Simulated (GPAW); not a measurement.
# PbO2 (Fm-3m) in GPAW: a series of runs

The runs below take PbO2 through band structure, equation of state, with LDA.

Program: GPAW 26.7.0. These are calculated values, not measurements. Logs are shortened: lines on timing, memory, paths and dates and some standing lists are left out, and cuts for length are marked. The log counts tension as positive stress, the text compression.

## Step 1: Starting point

The structure is cubic, space group Fm-3m (No. 225). Conventional cell: a = 5.404 Å, b = 5.404 Å, c = 5.404 Å, α = 90.00°, β = 90.00°, γ = 90.00°. Around Pb (site symmetry m-3m) lie 8 O at 2.34 Å. O (site symmetry -43m) is surrounded by 4 Pb at 2.34 Å.

The cell comes from a database or a generator and needn't be the stable form of this composition.

## Step 2: Band structure, LDA

Input file run.py:

```python
from ase import Atoms
from ase.dft.bandgap import bandgap
from ase.io import write
from ase.units import GPa
from gpaw import GPAW, PW

atoms = Atoms(['Pb', 'O', 'O'],
              cell=[[0.0, 2.701992, 2.701992],
                    [2.701992, 0.0, 2.701992],
                    [2.701992, 2.701992, 0.0]],
              scaled_positions=[[0.0, 0.0, 0.0],
                                [0.75, 0.75, 0.75],
                                [0.25, 0.25, 0.25]],
              pbc=True)

calc = GPAW(mode=PW(800),
            xc='LDA',
            kpts={'size': (9, 9, 9), 'gamma': True},
            occupations={'name': 'fermi-dirac', 'width': 0.05},
            nbands=24,
            convergence={'density': 1e-05, 'energy': 1e-05},
            maxiter=150,
            txt='gpaw.txt')
atoms.calc = calc
energy = atoms.get_potential_energy()
forces = atoms.get_forces()
stress = atoms.get_stress()
calc.write('gs.gpw')
write('result.traj', atoms)
print(f'Energy: {energy:.6f} eV')
print('Forces (eV/A):')
print(forces.round(4))
print('Stress (GPa):', (stress / GPa).round(3))
print('Fermi level:', round(calc.get_fermi_level(), 4), 'eV')
print(f'Gap: {bandgap(calc)[0]:.4f} eV, direct: {bandgap(calc, direct=True)[0]:.4f} eV')

path = atoms.cell.bandpath('GXWKGLUWLK,UX', npoints=60, eps=1e-4)
bs_calc = calc.fixed_density(kpts=path, symmetry='off', nbands=35,
                             convergence={'bands': 'CBM+6.0', 'eigenstates': 1e-6}, txt='bands.txt')
bs = bs_calc.band_structure()
bs.write('bs.json')
print(f'Gap on the path: {bandgap(bs_calc)[0]:.4f} eV')
```

Potentials or basis: the program's PAW data sets (release 1.2.1) made for this functional, pw.

Command:

```sh
> OMP_NUM_THREADS=1 python run.py
```

gpaw.txt:

```text
__  _  _
 | _ |_)|_||  |
 |__||  | ||/\| - 26.7.0

Input parameters:
  mode=PW(ecut=800.0),
  convergence={'density': 1e-05, 'energy': 1e-05},
  kpts=MonkhorstPack(size=(9, 9, 9), gamma=True),
  maxiter=150,
  nbands=24,
  occupations=Occupations(name='fermi-dirac', width=0.05),
  xc=XC(name='LDA')

Diagonalizing LCAO Hamiltonian
Converting LCAO to pw mode

                    O

           O

       Pb

Atoms  # Å, Bohr magnetons
|   | symbol |        x |        y |        z |    initial magnetic moments |
|---|--------|----------|----------|----------|-----------------------------|
| 0 |     Pb | 0.000000 | 0.000000 | 0.000000 | ( 0.0000,  0.0000,  0.0000) |
| 1 |      O | 4.052988 | 4.052988 | 4.052988 | ( 0.0000,  0.0000,  0.0000) |
| 2 |      O | 1.350996 | 1.350996 | 1.350996 | ( 0.0000,  0.0000,  0.0000) |

Unit cell  # Å
| periodic |        x |        y |        z |  lengths |    angles |
|----------|----------|----------|----------|----------|-----------|
|      yes | 0.000000 | 2.701992 | 2.701992 | 3.821194 | 60.000000 |
|      yes | 2.701992 | 0.000000 | 2.701992 | 3.821194 | 60.000000 |
|      yes | 2.701992 | 2.701992 | 0.000000 | 3.821194 | 60.000000 |

Number of symmetries: 48
Symmetry operations  # r_c * U_cc + t_c -> r_c
|    | kind |            matrix            |
|----|------|------------------------------|
|  0 |  σ   |  1, 0, 0,  1, 0,-1,  1,-1, 0 |
|  1 |  C2  |  1, 0, 0,  1,-1, 0,  1, 0,-1 |
|  2 |  E   |  1, 0, 0,  0, 1, 0,  0, 0, 1 |
|  3 |  σ   |  1, 0, 0,  0, 0, 1,  0, 1, 0 |
|  4 |  C4  |  1, 0,-1,  1, 0, 0,  1,-1, 0 |
|  5 |  S6  |  1, 0,-1,  1,-1, 0,  1, 0, 0 |
|  6 |  σ   |  1, 0,-1,  0, 1,-1,  0, 0,-1 |
|  7 |  C3  |  1, 0,-1,  0, 0,-1,  0, 1,-1 |
|  8 |  S6  |  1,-1, 0,  1, 0, 0,  1, 0,-1 |
|  9 |  C4  |  1,-1, 0,  1, 0,-1,  1, 0, 0 |
| 10 |  C3  |  1,-1, 0,  0,-1, 1,  0,-1, 0 |
| 11 |  σ   |  1,-1, 0,  0,-1, 0,  0,-1, 1 |
| 12 |  σ   |  0, 1, 0,  1, 0, 0,  0, 0, 1 |
| 13 |  C4  |  0, 1, 0,  0, 1,-1, -1, 1, 0 |
| 14 |  C3  |  0, 1, 0,  0, 0, 1,  1, 0, 0 |
| 15 |  S6  |  0, 1, 0, -1, 1, 0,  0, 1,-1 |
| 16 |  C2  |  0, 1,-1,  1, 0,-1,  0, 0,-1 |
| 17 |  σ   |  0, 1,-1,  0, 1, 0, -1, 1, 0 |
| 18 |  S4  |  0, 1,-1,  0, 0,-1,  1, 0,-1 |
| 19 |  C4  |  0, 1,-1, -1, 1, 0,  0, 1, 0 |
| 20 |  C3  |  0, 0, 1,  1, 0, 0,  0, 1, 0 |
| 21 |  σ   |  0, 0, 1,  0, 1, 0,  1, 0, 0 |
| 22 |  S6  |  0, 0, 1,  0,-1, 1, -1, 0, 1 |
| 23 |  C4  |  0, 0, 1, -1, 0, 1,  0,-1, 1 |
| 24 |  S4  |  0, 0,-1,  1, 0,-1,  0, 1,-1 |
| 25 |  C3  |  0, 0,-1,  0, 1,-1,  1, 0,-1 |
| 26 |  C2  |  0, 0,-1,  0,-1, 0, -1, 0, 0 |
| 27 |  S6  |  0, 0,-1, -1, 0, 0,  0,-1, 0 |
| 28 |  S4  |  0,-1, 1,  1,-1, 0,  0,-1, 0 |
| 29 |  C4  |  0,-1, 1,  0, 0, 1, -1, 0, 1 |
| 30 |  C2  |  0,-1, 1,  0,-1, 0,  1,-1, 0 |
| 31 |  σ   |  0,-1, 1, -1, 0, 1,  0, 0, 1 |
| 32 |  C3  |  0,-1, 0,  1,-1, 0,  0,-1, 1 |
| 33 |  S6  |  0,-1, 0,  0, 0,-1, -1, 0, 0 |
| 34 |  S4  |  0,-1, 0,  0,-1, 1,  1,-1, 0 |
| 35 |  C2  |  0,-1, 0, -1, 0, 0,  0, 0,-1 |
| 36 |  C2  | -1, 1, 0,  0, 1, 0,  0, 1,-1 |
| 37 |  S6  | -1, 1, 0,  0, 1,-1,  0, 1, 0 |
| 38 |  S4  | -1, 1, 0, -1, 0, 1, -1, 0, 0 |
| 39 |  C3  | -1, 1, 0, -1, 0, 0, -1, 0, 1 |
| 40 |  S6  | -1, 0, 1,  0, 0, 1,  0,-1, 1 |
| 41 |  C2  | -1, 0, 1,  0,-1, 1,  0, 0, 1 |
| 42 |  C3  | -1, 0, 1, -1, 1, 0, -1, 0, 0 |
| 43 |  S4  | -1, 0, 1, -1, 0, 0, -1, 1, 0 |
| 44 |  C2  | -1, 0, 0,  0, 0,-1,  0,-1, 0 |
| 45 |  i   | -1, 0, 0,  0,-1, 0,  0, 0,-1 |
| 46 |  σ   | -1, 0, 0, -1, 1, 0, -1, 0, 1 |
| 47 |  C2  | -1, 0, 0, -1, 0, 1, -1, 1, 0 |

BZ-sampling:
  Number of BZ points: 729
  Number of IBZ points: 35

  Monkhorst-Pack size: [9, 9, 9]
  Monkhorst-Pack shift: [0, 0, 0]

K-points  # in reciprocal-cell coordinates
|     |                                coordinates |     weight |
|-----|--------------------------------------------|------------|
|   0 | (  0.00000000,   0.00000000,   0.00000000) | 0.00137174 |
|   1 | (  0.11111111,   0.11111111,   0.00000000) | 0.00823045 |
|   2 | (  0.11111111,   0.11111111,   0.11111111) | 0.01097394 |
|   3 | (  0.22222222,   0.11111111,   0.11111111) | 0.01646091 |
|   4 | (  0.22222222,   0.22222222,   0.00000000) | 0.00823045 |
|   5 | (  0.22222222,   0.22222222,   0.11111111) | 0.03292181 |
|   6 | (  0.22222222,   0.22222222,   0.22222222) | 0.01097394 |
|   7 | (  0.33333333,   0.22222222,   0.11111111) | 0.03292181 |
|   8 | (  0.33333333,   0.22222222,   0.22222222) | 0.03292181 |
|   9 | (  0.33333333,   0.33333333,  -0.33333333) | 0.01646091 |
| ... |                                            |            |
|  34 | (  0.44444444,   0.44444444,   0.44444444) | 0.01097394 |

Plane wave coefficients: 2085
Cutoff: 800.0 eV

Spin-components: 1 (collinear spins)
Bands:           24
Projectors:      16
Spin-degeneracy: 2
Datatype:        complex128

Parallelization:
  kpt:    1
  domain: 1
  band:   1

Density:
  Valence electrons: 26.0
  Components: 1
  Grid points: [25 25 25]
  Charge: 0.0  # |e|

Potential:
  Grid points: [25 25 25]

species:
  Pb:
    name:    Lead
    Z:       82.0
    valence: 14
    core:    68
    charge:  0.0  # [|e|]
    compensation charges:
      type: gauss
      rc: 0.38  # [Å]
      lmax: 2
    cutoffs:
      filter: 2.36  # [Å]
      core: 2.43  # [Å]
    projectors
    | kind |    occ | energy [eV] | rcut [Å] |
    |------|--------|-------------|----------|
    |   6s |  2.000 |     -12.249 |    1.259 |
    |   6p |  2.000 |      -3.713 |    1.275 |
    |   5d | 10.000 |     -21.326 |    1.217 |
    |    s |        |      14.962 |    1.259 |
    |    p |        |      23.498 |    1.275 |
    |    d |        |       5.885 |    1.217 |

    Using partial waves for Pb as LCAO basis

  O:
    name:    Oxygen
    Z:       8.0
    valence: 6
    core:    2
    charge:  0.0  # [|e|]
    compensation charges:
      type: gauss
      rc: 0.21  # [Å]
      lmax: 2
    cutoffs:
      filter: 1.17  # [Å]
      core: 0.83  # [Å]
    projectors
    | kind |    occ | energy [eV] | rcut [Å] |
    |------|--------|-------------|----------|
    |   2s |  2.000 |     -23.752 |    0.688 |
    |   2p |  4.000 |      -9.195 |    0.598 |
    |    s |        |       3.459 |    0.688 |
    |    p |        |      18.016 |    0.598 |
    |    d |        |       0.000 |    0.619 |

    Using partial waves for O as LCAO basis

Reference energy: -571026.749767  # eV

eigensolver:
  PPCG
  Converge bands: occupied
  niter=2

density mixing:
  MSR1-Mixer
  Pratt-step length: 0.05
  Maximum mixing coefficient: 0.75
  Old densities: 10
  SVD Regularization: 0.005
  Good broyden scale: 1.0
  Trust region scale: 1.0
  Backstep threshold: 4.0
  History deletion threshold: 6.0
  Fourier metric: weight=20.0, sigma=0.015

occupation numbers:
  Fermi-Dirac:
    width: 0.0500  # eV

poisson solver:
  ecut: 6400.0  # eV

xc functional:
  name: None

convergence criteria:
- Maximum integral of absolute [dens]ity change: 1e-05 electrons / valence electron
- Maximum [total energy] change in last 3 cyles: 1e-05 eV / valence electron
- Maximum integral of absolute [eigenst]ate change: 4e-08 eV^2 / valence electron
maximum number of iterations: 150

SCF iterations
|iter     | |      energy | eigst |  dens |
|---------|-|-------------|-------|-------|
|iter:   1| |  -21.270211 | +0.12 |       |
|iter:   2| |  -20.566791 | -1.63 | -0.91 |
|iter:   3| |  -18.856392 | -0.93 | -0.97 |
|iter:   4| |  -18.833828 | -3.32 | -1.54 |
|iter:   5| |  -18.828656 | -3.63 | -1.83 |
|iter:   6| |  -18.828719 | -5.08 | -3.03 |
|iter:   7| |  -18.828736c| -5.79 | -3.42 |
|iter:   8| |  -18.828736c| -7.51c| -4.30 |
|iter:   9| |  -18.828737c| -7.55c| -5.05c|

Converged in 9 steps
Energy contributions relative to reference atoms: (reference = -571026.749767)

Energy contributions:
  Kinetic:          19.186459
  Coulomb:         -17.642409
  Zero:              0.131745
  External:          0.000000
  Xc:              -20.501617
  Entropy:          -0.005830
  Spinorbit:         0.000000
  ----------------------------
  Free energy:     -18.831652
  Extrapolated:    -18.828737

dipole moment: (-22.165083, -22.165083, -22.165083)  # |e|*Ang

Fermi level: 6.036
Eigenvalues  # (at kpt = [0.000, 0.000, 0.000])
| band index |      eig [eV] | occ [0-2] |
|------------|---------------|-----------|
|          0 |       -12.229 |     2.000 |
|        ... |               |           |
|          6 |        -9.265 |     2.000 |
|          7 |         3.334 |     2.000 |
|          8 |         4.064 |     2.000 |
|          9 |         4.064 |     2.000 |
|         10 |         4.064 |     2.000 |
|         11 |         4.811 |     2.000 |
[... 8 lines left out ...]
|         20 |        25.963 |     0.000 |
|         21 |        25.963 |     0.000 |
|        ... |               |           |
|         23 |        27.559 |     0.000 |

No gap
No difference between direct/indirect transitions

Forces  # eV/Ang
|        x |        y |        z |
|----------|----------|----------|
| -0.00000 |  0.00000 | -0.00000 |  # Pb   0
|  0.00000 | -0.00000 |  0.00000 |  # O    1
|  0.00000 |  0.00000 |  0.00000 |  # O    2

Stress tensor  # eV/Ang^3
|         x |         y |         z |
|-----------|-----------|-----------|
|  0.071371 | -0.000000 | -0.000000 |
| -0.000000 |  0.071371 | -0.000000 |
| -0.000000 | -0.000000 |  0.071371 |

# Writing to gs.gpw (mode='')
```

Run time: 51 s. Hardware: 1 thread of Arm Neoverse V2, shared host; peak memory 0.31 GiB.

What came out:

```yaml
Free_energy: -18.8317 eV
Pressure: -11.4 GPa
Band_gap_along_the_path: none (metal or under the smearing width)
```

Levels at the corners of the path, in eV from the Fermi level:
```csv
point,band 9,band 10,band 11,band 12,band 13,band 14,band 15
Γ,-1.97,-1.97,-1.97,-1.22,-1.22,-1.22,6.73
X,-4.54,-4.54,-0.24,-0.13,-0.13,1.59,6.04
W,-4.85,-2.60,-2.60,-0.39,0.02,2.19,8.35
K,-4.27,-4.09,-1.31,-0.49,-0.23,2.09,7.39
Γ,-1.97,-1.97,-1.97,-1.22,-1.22,-1.22,6.73
L,-3.34,-2.81,-2.81,-1.42,-1.42,2.55,6.92
U,-4.27,-4.09,-1.31,-0.49,-0.23,2.09,7.39
W,-4.85,-2.60,-2.60,-0.39,0.02,2.19,8.35
L,-3.34,-2.81,-2.81,-1.42,-1.42,2.55,6.92
K,-4.27,-4.09,-1.31,-0.49,-0.23,2.09,7.39
U,-4.27,-4.09,-1.31,-0.49,-0.23,2.09,7.39
X,-4.54,-4.54,-0.24,-0.13,-0.13,1.59,6.04
```

Caveat: spin-orbit coupling is left out, which moves the levels of the heavy elements.

## Step 3: Equation of state, LDA

Input file run.py:

```python
from ase import Atoms
from ase.eos import EquationOfState
from ase.io import Trajectory
from ase.units import GPa
from gpaw import GPAW, PW

atoms = Atoms(['Pb', 'O', 'O'],
              cell=[[0.0, 2.701992, 2.701992],
                    [2.701992, 0.0, 2.701992],
                    [2.701992, 2.701992, 0.0]],
              scaled_positions=[[0.0, 0.0, 0.0],
                                [0.75, 0.75, 0.75],
                                [0.25, 0.25, 0.25]],
              pbc=True)

traj = Trajectory('eos.traj', 'w')
volumes, energies = [], []
for x in [0.94, 0.96, 0.98, 1.0, 1.02, 1.04, 1.06]:
    a = atoms.copy()
    a.set_cell(atoms.cell * x**(1 / 3), scale_atoms=True)
    calc = GPAW(mode=PW(800),
                xc='LDA',
                kpts={'size': (9, 9, 9), 'gamma': True},
                occupations={'name': 'fermi-dirac', 'width': 0.05},
                nbands=24,
                convergence={'density': 1e-05, 'energy': 1e-05},
                maxiter=150,
                txt=f'eos-{x:.2f}.txt')
    a.calc = calc
    energies.append(a.get_potential_energy(force_consistent=True))
    volumes.append(a.get_volume())
    p = -a.get_stress()[:3].mean() / GPa
    calc.write(f'eos-{x:.2f}.gpw')
    traj.write(a)
    print(f'{x:.2f} {volumes[-1]:10.4f} A^3 {energies[-1]:14.6f} eV {p:9.3f} GPa', flush=True)

v0, e0, B = EquationOfState(volumes, energies, eos='birchmurnaghan').fit()
print(f'V0 = {v0:.4f} A^3, E0 = {e0:.6f} eV, B0 = {B / GPa:.2f} GPa')
```

Potentials or basis: the program's PAW data sets (release 1.2.1) made for this functional, pw.

Command:

```sh
> OMP_NUM_THREADS=1 python run.py
```

Output:

```text
__  _  _
 | _ |_)|_||  |
 |__||  | ||/\| - 26.7.0

Input parameters:
  mode=PW(ecut=800.0),
  convergence={'density': 1e-05, 'energy': 1e-05},
  kpts=MonkhorstPack(size=(9, 9, 9), gamma=True),
  maxiter=150,
  nbands=24,
  occupations=Occupations(name='fermi-dirac', width=0.05),
  xc=XC(name='LDA')

Diagonalizing LCAO Hamiltonian
Converting LCAO to pw mode

                    O

           O

       Pb

Atoms  # Å, Bohr magnetons
|   | symbol |        x |        y |        z |    initial magnetic moments |
|---|--------|----------|----------|----------|-----------------------------|
| 0 |     Pb | 0.000000 | 0.000000 | 0.000000 | ( 0.0000,  0.0000,  0.0000) |
| 1 |      O | 3.970251 | 3.970251 | 3.970251 | ( 0.0000,  0.0000,  0.0000) |
| 2 |      O | 1.323417 | 1.323417 | 1.323417 | ( 0.0000,  0.0000,  0.0000) |

Unit cell  # Å
| periodic |        x |        y |        z |  lengths |    angles |
|----------|----------|----------|----------|----------|-----------|
|      yes | 0.000000 | 2.646834 | 2.646834 | 3.743188 | 60.000000 |
|      yes | 2.646834 | 0.000000 | 2.646834 | 3.743188 | 60.000000 |
|      yes | 2.646834 | 2.646834 | 0.000000 | 3.743188 | 60.000000 |

Number of symmetries: 48
Symmetry operations  # r_c * U_cc + t_c -> r_c
|    | kind |            matrix            |
|----|------|------------------------------|
|  0 |  σ   |  1, 0, 0,  1, 0,-1,  1,-1, 0 |
|  1 |  C2  |  1, 0, 0,  1,-1, 0,  1, 0,-1 |
|  2 |  E   |  1, 0, 0,  0, 1, 0,  0, 0, 1 |
|  3 |  σ   |  1, 0, 0,  0, 0, 1,  0, 1, 0 |
|  4 |  C4  |  1, 0,-1,  1, 0, 0,  1,-1, 0 |
|  5 |  S6  |  1, 0,-1,  1,-1, 0,  1, 0, 0 |
|  6 |  σ   |  1, 0,-1,  0, 1,-1,  0, 0,-1 |
|  7 |  C3  |  1, 0,-1,  0, 0,-1,  0, 1,-1 |
|  8 |  S6  |  1,-1, 0,  1, 0, 0,  1, 0,-1 |
|  9 |  C4  |  1,-1, 0,  1, 0,-1,  1, 0, 0 |
| 10 |  C3  |  1,-1, 0,  0,-1, 1,  0,-1, 0 |
| 11 |  σ   |  1,-1, 0,  0,-1, 0,  0,-1, 1 |
| 12 |  σ   |  0, 1, 0,  1, 0, 0,  0, 0, 1 |
| 13 |  C4  |  0, 1, 0,  0, 1,-1, -1, 1, 0 |
| 14 |  C3  |  0, 1, 0,  0, 0, 1,  1, 0, 0 |
| 15 |  S6  |  0, 1, 0, -1, 1, 0,  0, 1,-1 |
| 16 |  C2  |  0, 1,-1,  1, 0,-1,  0, 0,-1 |
| 17 |  σ   |  0, 1,-1,  0, 1, 0, -1, 1, 0 |
| 18 |  S4  |  0, 1,-1,  0, 0,-1,  1, 0,-1 |
| 19 |  C4  |  0, 1,-1, -1, 1, 0,  0, 1, 0 |
| 20 |  C3  |  0, 0, 1,  1, 0, 0,  0, 1, 0 |
| 21 |  σ   |  0, 0, 1,  0, 1, 0,  1, 0, 0 |
| 22 |  S6  |  0, 0, 1,  0,-1, 1, -1, 0, 1 |
| 23 |  C4  |  0, 0, 1, -1, 0, 1,  0,-1, 1 |
| 24 |  S4  |  0, 0,-1,  1, 0,-1,  0, 1,-1 |
| 25 |  C3  |  0, 0,-1,  0, 1,-1,  1, 0,-1 |
| 26 |  C2  |  0, 0,-1,  0,-1, 0, -1, 0, 0 |
| 27 |  S6  |  0, 0,-1, -1, 0, 0,  0,-1, 0 |
| 28 |  S4  |  0,-1, 1,  1,-1, 0,  0,-1, 0 |
| 29 |  C4  |  0,-1, 1,  0, 0, 1, -1, 0, 1 |
[... 99 lines left out ...]
      rc: 0.21  # [Å]
      lmax: 2
    cutoffs:
      filter: 1.17  # [Å]
      core: 0.83  # [Å]
    projectors
    | kind |    occ | energy [eV] | rcut [Å] |
    |------|--------|-------------|----------|
    |   2s |  2.000 |     -23.752 |    0.688 |
    |   2p |  4.000 |      -9.195 |    0.598 |
    |    s |        |       3.459 |    0.688 |
    |    p |        |      18.016 |    0.598 |
    |    d |        |       0.000 |    0.619 |

    Using partial waves for O as LCAO basis

Reference energy: -571026.749767  # eV

eigensolver:
  PPCG
  Converge bands: occupied
  niter=2

density mixing:
  MSR1-Mixer
  Pratt-step length: 0.05
  Maximum mixing coefficient: 0.75
  Old densities: 10
  SVD Regularization: 0.005
  Good broyden scale: 1.0
  Trust region scale: 1.0
  Backstep threshold: 4.0
  History deletion threshold: 6.0
  Fourier metric: weight=20.0, sigma=0.015

occupation numbers:
  Fermi-Dirac:
    width: 0.0500  # eV

poisson solver:
  ecut: 6400.0  # eV

xc functional:
  name: None

convergence criteria:
- Maximum integral of absolute [dens]ity change: 1e-05 electrons / valence electron
- Maximum [total energy] change in last 3 cyles: 1e-05 eV / valence electron
- Maximum integral of absolute [eigenst]ate change: 4e-08 eV^2 / valence electron
maximum number of iterations: 150

SCF iterations
|iter     | |      energy | eigst |  dens |
|---------|-|-------------|-------|-------|
|iter:   1| |  -21.512733 | +0.14 |       |
|iter:   2| |  -20.792580 | -1.63 | -0.90 |
|iter:   3| |  -18.962533 | -0.87 | -0.96 |
|iter:   4| |  -18.941685 | -3.26 | -1.55 |
|iter:   5| |  -18.937384 | -3.62 | -1.85 |
|iter:   6| |  -18.937460 | -5.10 | -3.05 |
|iter:   7| |  -18.937479c| -5.85 | -3.46 |
|iter:   8| |  -18.937480c| -7.57c| -4.28 |
|iter:   9| |  -18.937480c| -7.61c| -4.99 |
|iter:  10| |  -18.937480c| -8.42c| -5.76c|

Converged in 10 steps
Energy contributions relative to reference atoms: (reference = -571026.749767)

Energy contributions:
  Kinetic:          28.085444
  Coulomb:         -24.539004
  Zero:              0.092336
  External:          0.000000
  Xc:              -22.573372
  Entropy:          -0.005766
  Spinorbit:         0.000000
  ----------------------------
  Free energy:     -18.940363
  Extrapolated:    -18.937480

dipole moment: (-21.665142, -21.665142, -21.665142)  # |e|*Ang

Fermi level: 6.908
Eigenvalues  # (at kpt = [0.000, 0.000, 0.000])
| band index |      eig [eV] | occ [0-2] |
|------------|---------------|-----------|
|          0 |       -11.891 |     2.000 |
|        ... |               |           |
|          6 |        -8.436 |     2.000 |
|          7 |         4.685 |     2.000 |
|          8 |         4.830 |     2.000 |
|          9 |         4.830 |     2.000 |
|         10 |         4.830 |     2.000 |
|         11 |         5.550 |     2.000 |
[... 8 lines left out ...]
|         20 |        27.524 |     0.000 |
|         21 |        27.524 |     0.000 |
|        ... |               |           |
|         23 |        29.317 |     0.000 |

No gap
No difference between direct/indirect transitions

Stress tensor  # eV/Ang^3
|        x |         y |         z |
|----------|-----------|-----------|
| 0.019198 |  0.000000 |  0.000000 |
| 0.000000 |  0.019198 | -0.000000 |
| 0.000000 | -0.000000 |  0.019198 |

# Writing to eos-0.94.gpw (mode='')
```

Wall time 3.2 min (1 thread of Arm Neoverse V2, shared host); peak memory 0.26 GiB.

What came out:

* Equilibrium volume: 12.15 Å³/atom (rough: see the caveat)
* Bulk modulus: 174 GPa (rough)

Energy against volume, from the lowest point:
```tsv
volume (Å³/atom)	energy (meV/atom)
12.362	0.00
12.625	7.42
12.888	19.66
13.151	36.24
13.414	56.54
13.677	80.12
13.940	106.56
```

Caveat: the minimum lies outside the volumes run. The run has no spin-orbit coupling, so splittings on Pb are missing.
